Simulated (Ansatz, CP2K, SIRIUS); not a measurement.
Ge: equilibrium volume by level of theory

The structure is cubic, space group Pm-3m (No. 221). The conventional cell has a = 2.710 Å, b = 2.710 Å, c = 2.710 Å, α = 90.00°, β = 90.00°, γ = 90.00°. Ge (site symmetry m-3m) has 6 Ge at 2.71 Å as nearest neighbours.

This isn't the form of Ge at room conditions, which is diamond.

| rung | level | program and potentials | cutoff (eV) | k mesh | smearing | task | core time | chip | equilibrium volume (Å³/atom) | notes |
| --- | --- | --- | --- | --- | --- | --- | --- | --- | --- | --- |
| GGA + dispersion | PBE+D3(BJ) | Ansatz, Ansatz PAW | 420 | 10 × 10 × 10 | fermi-dirac 0.05 | relaxation of cell and atoms | 3.6 s | Arm Neoverse V2 | 19.01 | - |
| GGA + dispersion | PBE+D4 | Ansatz, Ansatz PAW | 420 | 10 × 10 × 10 | fermi-dirac 0.05 | relaxation of cell and atoms | 4.3 s | Arm Neoverse V2 | 19.00 | - |
| GGA | PBE | Ansatz, Ansatz PAW (earlier soft set) | 420 | 10 × 10 × 10 | fermi-dirac 0.05 | equation of state | 5.8 s | Intel Xeon | 19.78 | - |
| Hartree-Fock | HF | Ansatz, Ansatz PAW | 420 | 5 × 5 × 5 | fermi-dirac 0.05 | relaxation of cell and atoms | 32 s | AMD EPYC 7R13 Zen 3 | 21.09 | coarse mesh; potentials made for PBE, which Ansatz adapts in part |
| GGA | PBEsol | CP2K, POTENTIAL_UZH Ge GTH-PBE-q4; TZVP-MOLOPT-PBE-GTH basis | - | 10 × 10 × 10 | fermi-dirac 0.05 | equation of state | 37 s | Arm Neoverse V2 | 19.75 | atomic basis; potentials made for PBE |
| hybrid | HSE03 | Ansatz, Ansatz PAW | 420 | 5 × 5 × 5 | fermi-dirac 0.05 | relaxation of cell and atoms | 40 s | AMD EPYC 7R13 Zen 3 | 19.67 | coarse mesh; potentials made for PBE, which Ansatz adapts in part |
| hybrid | HSE06 | Ansatz, Ansatz PAW | 420 | 5 × 5 × 5 | fermi-dirac 0.05 | relaxation of cell and atoms | 41 s | AMD EPYC 7R13 Zen 3 | 19.59 | coarse mesh; potentials made for PBE, which Ansatz adapts in part |
| hybrid | HSEsol | Ansatz, Ansatz PAW | 420 | 5 × 5 × 5 | fermi-dirac 0.05 | relaxation of cell and atoms | 46 s | AMD EPYC 7R13 Zen 3 | 19.06 | coarse mesh; potentials made for PBE, which Ansatz adapts in part |
| GGA | PBE | SIRIUS, PseudoDojo 0.4.1 PBE standard (scalar relativistic) | 1078 | 10 × 10 × 10 | fermi-dirac 0.05 | equation of state | 91 s | Arm Neoverse V2 | 19.80 | - |

Times are single runs on shared hosts and different chips, so they are rough; meshes, cutoffs and the tasks' sizes weigh on the time. All rows: no spin polarisation. Smearing widths are in eV. For a metal such meshes aren't converged. Meshes differ between rows, which moves values too. Meshes are those of the run's cell of 1 atom unless a note names another. Relaxations start from the cell shown or near it and stop with a little pressure left. Runs on faulty files, with rough fits or with known faults for this quantity aren't shown. No row holds spin-orbit coupling.

By rung: GGA + dispersion 19.00 to 19.01; GGA 19.78 to 19.80; GGA in atomic bases 19.75; hybrid on coarse meshes 19.06 to 19.67; Hartree-Fock on coarse meshes 21.09 (Å³/atom).
